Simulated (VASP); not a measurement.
# SiNi (Pmmn) in VASP: notebook

The runs below take SiNi through relaxation of shape and atoms at fixed volume, with PBEsol.

All numbers are computed with VASP 6.6.1; they aren't measurements. Logs are shortened: lines on timing, memory, paths and dates and some standing lists are left out, and cuts for length are marked.

## 1. The undisturbed crystal

Symmetry: Pmmn, No. 59, orthorhombic system. Conventional cell: a = 2.943 Å, b = 3.280 Å, c = 4.677 Å, α = 90.00°, β = 90.00°, γ = 90.00°. Si (site symmetry mm2) has 6 Ni at 2.34 to 2.37 Å and 4 Si at 2.65 Å as nearest neighbours. Ni (site symmetry mm2) is surrounded by 6 Si at 2.34 to 2.37 Å and 4 Ni at 2.65 Å.

The cell is a database's computed one.

## 2. Relaxation of shape and atoms at fixed volume, PBEsol (a relaxed cell with its volume scaled by 0.94)

Input file INCAR:

```
PREC     = Accurate       # precision mode
ENCUT    = 600            # plane-wave cutoff, eV
EDIFF    = 1E-7           # SCF threshold, eV
ISMEAR   = 1              # smearing method
SIGMA    = 0.1            # smearing width, eV
LREAL    = F              # projectors in reciprocal space
LASPH    = T              # aspherical terms in the spheres
NELM     = 80             # most SCF steps
ALGO     = Normal         # electronic algorithm
ISIF     = 4              # what is computed and relaxed
LWAVE    = F              # write WAVECAR
LCHARG   = F              # write CHGCAR
GGA      = PS             # functional
IBRION   = 2              # ionic algorithm
NSW      = 40             # ionic steps
EDIFFG   = -0.01          # ionic threshold
KPAR     = 2
```

Input file KPOINTS:

```
Automatic mesh
0
Gamma
  12 12 8
```

Input file POSCAR:

```
SiNi                                    
1.0
    2.8895612680      0.0000000000      0.0000000000
    0.0000000000      3.2097607838      0.0000000000
    0.0000000000      0.0000000000      4.5819151002
  Si              Ni            
     2     2
Direct
     0.0000000000000000    0.0000000000000000    0.1574937870316070
     0.5000000000000000    0.5000000000000000    0.8425062129683929
     0.0000000000000000    0.0000000000000000    0.6566780341748244
     0.5000000000000000    0.5000000000000000    0.3433219658251757
```

Potentials or basis: VASP PAW PBE potentials, release 64 (Si, Ni).

Run with:

```bash
> cat potpaw_PBE.64/Si/POTCAR potpaw_PBE.64/Ni/POTCAR > POTCAR
> mpirun -np 2 vasp_std > vasp.out
```

OUTCAR:

```text
PREC = Accurate
   ENCUT = 600
   EDIFF = 1E-7
   ISMEAR = 1
   LREAL = F
   LASPH = T
   NELM = 80
   ISIF = 4
   GGA = PS
   IBRION = 2
   NSW = 40
   EDIFFG = -0.01

 ion  position               nearest neighbor table
   1  0.000  0.000  0.157-   3 2.29   3 2.29   4 2.32   4 2.32   4 2.32   4 2.32   2 2.60   2 2.60
                             2 2.60   2 2.60
   2  0.500  0.500  0.843-   4 2.29   4 2.29   3 2.32   3 2.32   3 2.32   3 2.32   1 2.60   1 2.60
                             1 2.60   1 2.60
   3  0.000  0.000  0.657-   1 2.29   1 2.29   2 2.32   2 2.32   2 2.32   2 2.32   4 2.59   4 2.59
                             4 2.59   4 2.59
   4  0.500  0.500  0.343-   2 2.29   2 2.29   1 2.32   1 2.32   1 2.32   1 2.32   3 2.59   3 2.59
                             3 2.59   3 2.59

  LATTYP: Found a simple orthorhombic cell.
 ALAT       =     2.8895612680
 B/A-ratio  =     1.1108125027
 C/A-ratio  =     1.5856784734

  Lattice vectors:

 A1 = (   2.8895612680,   0.0000000000,   0.0000000000)
 A2 = (   0.0000000000,   3.2097607838,   0.0000000000)
 A3 = (   0.0000000000,   0.0000000000,   4.5819151002)

Analysis of symmetry for initial positions (statically):
=====================================================================
 Subroutine PRICEL returns:
 Original cell was already a primitive cell.

 Routine SETGRP: Setting up the symmetry group for a
 simple orthorhombic supercell.

 Subroutine GETGRP returns: Found  8 space group operations
 (whereof  4 operations were pure point group operations)
 out of a pool of  8 trial point group operations.

The static configuration has the point symmetry C_2v.
 The point group associated with its full space group is D_2h.

Analysis of symmetry for dynamics (positions and initial velocities):
=====================================================================
 Subroutine PRICEL returns:
 Original cell was already a primitive cell.

 Routine SETGRP: Setting up the symmetry group for a
 simple orthorhombic supercell.

 Subroutine GETGRP returns: Found  8 space group operations
 (whereof  4 operations were pure point group operations)
 out of a pool of  8 trial point group operations.

The dynamic configuration has the point symmetry C_2v.
 The point group associated with its full space group is D_2h.

 Subroutine INISYM returns: Found  8 space group operations
 (whereof  4 operations are pure point group operations),
 and found     1 'primitive' translations

----------------------------------------------------------------------------------------

                                     Primitive cell
[... 104 lines left out ...]
   TEBEG  =    0.0;   TEEND  =   0.0 temperature during run
   PSTRESS=    0.0 pullay stress
   NELECT =      28.0000    total number of electrons
   NUPDOWN=      -1.0000    fix difference up-down
   EMIN   =  10.00;   EMAX   =-10.00  energy-range for DOS
   EFERMI =   0.00;   METHOD = LEGACY
   ISMEAR =     1;   SIGMA  =   0.10  broadening in eV -4-tet -1-fermi 0-gaus
   EFERMI_NEDOS =   21; number of points for ismear=-14 and -15
   IALGO  =     38    algorithm
   IMIX   =      4    mixing-type and parameters
     AMIX     =   0.40;   BMIX     =  1.00
     AMIX_MAG =   1.60;   BMIX_MAG =  1.00
  volume/ion in A,a.u.               =      10.62        71.69
  Fermi-wavevector in a.u.,A,eV,Ry     =   1.424548  2.692005 27.610791  2.029336
  Thomas-Fermi vector in A             =   2.545027
   LORBIT       =      0    0 simple, 1 ext, 2 COOP (PROOUT), +10 PAW based schemes
   GGA     = PS    functional components
   LHFCALC =     F    Hartree Fock is set to
   AEXX    =    0.0000 exact exchange contribution
   IVDW    =     0    specifies the selected vdW correction
   LEPSILON=     F    determine dielectric tensor
   LRPA    =     F    only Hartree local field effects (RPA)
 conjugate gradient relaxation of ions
 non-spin polarized calculation
 Methfessel and Paxton  Order N= 1 SIGMA  =   0.10
  energy-cutoff  :      600.00
  volume of cell :       42.50
 maximum number of plane-waves:      1440
 NGX is ok and might be reduce to    24
   NGX = 11   NGY = 13   NGZ = 19

--------------------------------------- Ionic step        1  -------------------------------------------

 number of electron      28.0000007 magnetization

 Free energy of the ion-electron system (eV)
  ---------------------------------------------------
  ext. energy  EPLUGINS =         0.00000000
  ---------------------------------------------------
  free energy    TOTEN  =       -25.84907832 eV

  energy without entropy =      -25.84985403  energy(sigma->0) =      -25.84933689

------------------------ aborting loop because EDIFF is reached ----------------------------------------

  FORCE on cell =-STRESS in cart. coord.  units (eV):
  Direction    XX          YY          ZZ          XY          YZ          ZX
  --------------------------------------------------------------------------------------
  -------------------------------------------------------------------------------------
  Total        3.2484786      3.6533401      4.4865100      0.0000000      0.0000000      0.0000000
  in kB      122.4726120    137.7365084    169.1482878      0.0000000      0.0000000      0.0000000
  external PRESSURE =     143.1191361 kB  Pullay stress =       0.0000000 kB
[... 253 lines left out ...]
--------------------------------------- Ionic step        8  -------------------------------------------

 number of electron      28.0000002 magnetization

 Free energy of the ion-electron system (eV)
  ---------------------------------------------------
  ext. energy  EPLUGINS =         0.00000000
  ---------------------------------------------------
  free energy    TOTEN  =       -25.85730139 eV

  energy without entropy =      -25.85805477  energy(sigma->0) =      -25.85755252

 E-fermi :  12.5906     XC(G=0): -13.0309

 val. band max:       12.5732391921   @ k =   0.4167   0.3333   0.3750
 cond. band min:      12.6352488288   @ k =   0.2500   0.2500   0.5000
 fundamental gap:      0.0620096367
 Fermi energy:        12.5906417656

 k-point     1 :       0.0000    0.0000    0.0000
  band No.  band energies     occupation
      1      -2.1349      2.00000
      2       3.9018      2.00000
      3       5.4578      2.00000
      4       7.8851      2.00000
      5       8.4715      2.00000
      6       9.4343      2.00000
[... 481 lines left out ...]
      5       8.4339      2.00000
      6       8.4798      2.00000
[... 10 lines left out ...]
     17      15.9528      0.00000
     18      17.8965      0.00000

 [... further k-points ...]
[... 5 lines left out ...]
  --------------------------------------------------------------------------------------
  -------------------------------------------------------------------------------------
  Total        3.5238690      3.5268825      3.5232332      0.0000000      0.0000000      0.0000000
  in kB      132.8552499    132.9688655    132.8312827      0.0000000      0.0000000      0.0000000
  external PRESSURE =     132.8851327 kB  Pullay stress =       0.0000000 kB
[... 19 lines left out ...]
  FREE ENERGIE OF THE ION-ELECTRON SYSTEM (eV)
  ---------------------------------------------------
  free  energy   TOTEN  =       -25.8573013897 eV

  energy  without entropy=      -25.8580547721  energy(sigma->0) =      -25.85755252

 reached required accuracy - stopping structural energy minimisation
```

CONTCAR:

```text
SiNi
   1.00000000000000
     2.8548485575340052    0.0000000000000000    0.0000000000000000
     0.0000000000000000    3.2251395714083797    0.0000000000000000
     0.0000000000000000    0.0000000000000000    4.6155134704045961
  Si              Ni
     2     2
Direct
     0.0000000000000000    0.0000000000000000    0.1558759581534562
     0.5000000000000000    0.5000000000000000    0.8441240418465438
     0.0000000000000000    0.0000000000000000    0.6545886418877770
     0.5000000000000000    0.5000000000000000    0.3454113581122230

  0.00000000E+00  0.00000000E+00  0.00000000E+00
  0.00000000E+00  0.00000000E+00  0.00000000E+00
  0.00000000E+00  0.00000000E+00  0.00000000E+00
  0.00000000E+00  0.00000000E+00  0.00000000E+00
```

It took 2.7 min on 2 MPI ranks of Intel Xeon 6975P-C (Granite Rapids), shared host; peak memory 0.33 GiB.

What came out:

- Free energy: -25.8573 eV
- Energy gained by relaxing: 2.1 meV/atom
- Ionic steps: 8
- Pressure after relaxing: 13.3 GPa
- Band gap on the k mesh: none (metal or under the smearing width)

Step by step:
```csv
step,energy change (eV),largest force (eV/Å),pressure (GPa)
1,0.0000,0.1822,14.31
2,-0.0072,0.0276,13.45
3,-0.0072,0.0290,13.46
4,-0.0078,0.0080,13.37
5,-0.0080,0.0386,13.32
6,-0.0082,0.0143,13.35
7,-0.0082,0.0191,13.33
8,-0.0082,0.0008,13.29
```

Final structure:
```
Si Ni
1.0
     2.85485    0.00000    0.00000
     0.00000    3.22514    0.00000
     0.00000    0.00000    4.61551
Si Ni
2 2
Direct
  0.00000 0.00000 0.15588
  0.50000 0.50000 0.84412
  0.00000 0.00000 0.65459
  0.50000 0.50000 0.34541
```

Caveat: the PAW data sets were made with another functional, which shifts forces and pressure a little. Spin polarisation is off, so any magnetic state and its effect on volume and gap are missing.

(Continued in part 2 of 2.)
